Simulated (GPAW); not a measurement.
A run of GPAW 26.7.0 is set up as follows.

run.py

```python
from ase.dft.bandgap import bandgap
from ase.io import read, write
from ase.units import GPa
from gpaw import GPAW, PW

atoms = read('POSCAR')

calc = GPAW(mode=PW(600),
            xc='MGGA_X_SCAN+MGGA_C_SCAN',
            kpts={'size': (6, 6, 3), 'gamma': True},
            occupations={'name': 'fermi-dirac', 'width': 0.05},
            nbands=31,
            convergence={'density': 1e-05, 'energy': 1e-05},
            maxiter=150,
            txt='gpaw.txt')
atoms.calc = calc
energy = atoms.get_potential_energy()
forces = atoms.get_forces()
stress = atoms.get_stress()
calc.write('gs.gpw')
write('result.traj', atoms)
print(f'Energy: {energy:.6f} eV')
print('Forces (eV/A):')
print(forces.round(4))
print('Stress (GPa):', (stress / GPa).round(3))
print('Fermi level:', round(calc.get_fermi_level(), 4), 'eV')
print(f'Gap: {bandgap(calc)[0]:.4f} eV, direct: {bandgap(calc, direct=True)[0]:.4f} eV')

path = atoms.cell.bandpath('GMKGALHA,LM,KH', npoints=60, eps=1e-4)
bs_calc = calc.fixed_density(kpts=path, symmetry='off', nbands=48,
                             convergence={'bands': 'CBM+6.0', 'eigenstates': 1e-6}, txt='bands.txt')
bs = bs_calc.band_structure()
bs.write('bs.json')
print(f'Gap on the path: {bandgap(bs_calc)[0]:.4f} eV')
```

The input POSCAR:

```
ZnS
1.0
    3.8110000000      0.0000000000      0.0000000000
   -1.9055000000      3.3004228138      0.0000000000
    0.0000000000      0.0000000000      6.2340000000
Zn S
2 2
Direct
    0.6666666667      0.3333333333      0.5000000000
    0.3333333333      0.6666666667      0.0000000000
    0.6666666667      0.3333333333      0.8850000000
    0.3333333333      0.6666666667      0.3850000000
```

Potentials or basis: GPAW PAW data sets (gpaw-data 1.2.1), pw.

Launch:

```console
$ OMP_NUM_THREADS=1 python run.py
```

Problem. What does it give for the band gap on the k mesh?

Solution. 2.75 eV, direct.

Problem. Estimate the pressure.

Solution. -0.7 GPa.

Problem. Estimate the largest force.

Solution. 0.320 eV/Å.

Levels at the corners of the path, in eV from the valence-band top:
| point | band 14 | band 15 | band 16 | band 17 | band 18 | band 19 | band 20 | band 21 | band 22 | band 23 |
| --- | --- | --- | --- | --- | --- | --- | --- | --- | --- | --- |
| Γ | -0.88 | -0.88 | -0.01 | -0.01 | 0.00 | 2.75 | 3.45 | 6.74 | 6.74 | 7.06 |
| M | -4.28 | -3.23 | -2.32 | -1.59 | -1.01 | 3.96 | 4.74 | 5.50 | 7.57 | 7.94 |
| K | -4.42 | -3.97 | -2.27 | -2.26 | -2.26 | 4.74 | 6.43 | 6.43 | 8.25 | 8.43 |
| Γ | -0.88 | -0.88 | -0.01 | -0.01 | 0.00 | 2.75 | 3.45 | 6.74 | 6.74 | 7.06 |
| A | -2.79 | -0.46 | -0.46 | -0.46 | -0.46 | 3.99 | 3.99 | 7.18 | 7.18 | 7.18 |
| L | -4.98 | -1.71 | -1.71 | -1.57 | -1.57 | 3.99 | 3.99 | 5.55 | 5.55 | 9.50 |
| H | -4.85 | -3.19 | -3.19 | -1.30 | -1.30 | 4.99 | 4.99 | 6.81 | 6.81 | 7.86 |
| A | -2.79 | -0.46 | -0.46 | -0.46 | -0.46 | 3.99 | 3.99 | 7.18 | 7.18 | 7.18 |
| L | -4.98 | -1.71 | -1.71 | -1.57 | -1.57 | 3.99 | 3.99 | 5.55 | 5.55 | 9.50 |
| M | -4.28 | -3.23 | -2.32 | -1.59 | -1.01 | 3.96 | 4.74 | 5.50 | 7.57 | 7.94 |
| K | -4.42 | -3.97 | -2.27 | -2.26 | -2.26 | 4.74 | 6.43 | 6.43 | 8.25 | 8.43 |
| H | -4.85 | -3.19 | -3.19 | -1.30 | -1.30 | 4.99 | 4.99 | 6.81 | 6.81 | 7.86 |

Caveat: the PAW data sets were made with another functional, which shifts forces and pressure a little.

**Measured values to compare with.**

A printed reference work, monograph reports, for a bulk crystal of ZnS at 4 K: band gap 3.911 eV (direct).

A measured gap of ZnS is 3.911 eV (direct; 4 K; a printed reference work, monograph); the calculated 2.75 eV misses it by -1.16 eV. The value is that of SCAN, without temperature or zero-point motion.
